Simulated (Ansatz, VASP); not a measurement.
# Two plane-wave programs on Fe

File INCAR:

```
SYSTEM = Fe
ALGO = Fast
EDIFF = 1E-6
ENCUT = 520
GGA = PE
ISIF = 2
ISMEAR = 0
ISPIN = 2
LASPH = .TRUE.
LCHARG = .TRUE.
LELF = .TRUE.
LMAXMIX = 4
LORBIT = 11
LREAL = .FALSE.
LVHAR = .TRUE.
LWAVE = .FALSE.
MAGMOM = 2.41
NBANDS = 14
NELM = 150
PREC = Accurate
SIGMA = 0.05
```

KPOINTS

```
k-points
0
G
  22 22 22
  0 0 0
```

Contents of POSCAR:

```
Fe
1.0
   -1.4155932657      1.4155932657      1.4155932657
    1.4155932657     -1.4155932657      1.4155932657
    1.4155932657      1.4155932657     -1.4155932657
Fe
1
Direct
    0.0000000000      0.0000000000      0.0000000000
```

Input for Ansatz:

```yaml
crystal:
  lattice:
    - [-1.4155932657, 1.4155932657, 1.4155932657]
    - [1.4155932657, -1.4155932657, 1.4155932657]
    - [1.4155932657, 1.4155932657, -1.4155932657]
  atoms:
    - { symbol: Fe, position: [0.0, 0.0, 0.0], spin: 2.41 }
basis:
  ecutwfc: 420
  ecutrho_ratio: 4
kpoints:
  mp_grid: { grid: [22, 22, 22] }
hamiltonian:
  xc: pbe
scf:
  occupations: { method: gaussian, width: 0.05 }
output:
  forces: true
  stress: true
  eigenvalues: true
  populations: true
magnetization:
  spin_polarized: true
```

Alike in both runs: task single point; functional PBE; k mesh 22 × 22 × 22; occupations gaussian, width 0.05 eV; collinear spin.

|  | VASP | Ansatz |
| --- | --- | --- |
| version | VASP 6.6.1 | Ansatz 0.2.0 |
| potentials or method | VASP PAW PBE potentials, release 64 (Fe) | scalar-relativistic, plane waves, PAW |
| plane-wave cutoff (eV) | 520 | 420 |
| valence electrons in the cell | 8 | 16 |

```tsv
	VASP	Ansatz	Ansatz less VASP
gap on the k mesh at the Fermi level (eV)	none	none	-
pressure (GPa)	-0.1	-0.1	-0.05
net moment per atom (μB)	2.18	2.16	-0.018
size of the moment on the site where the two differ most (μB)	2.17	2.20	+0.032
```

Site moments also hang on the region over which each program counts them. A gap of «none» marks a metal or a gap that the smearing closes. The two sets of potentials don't hold the same shells in valence.
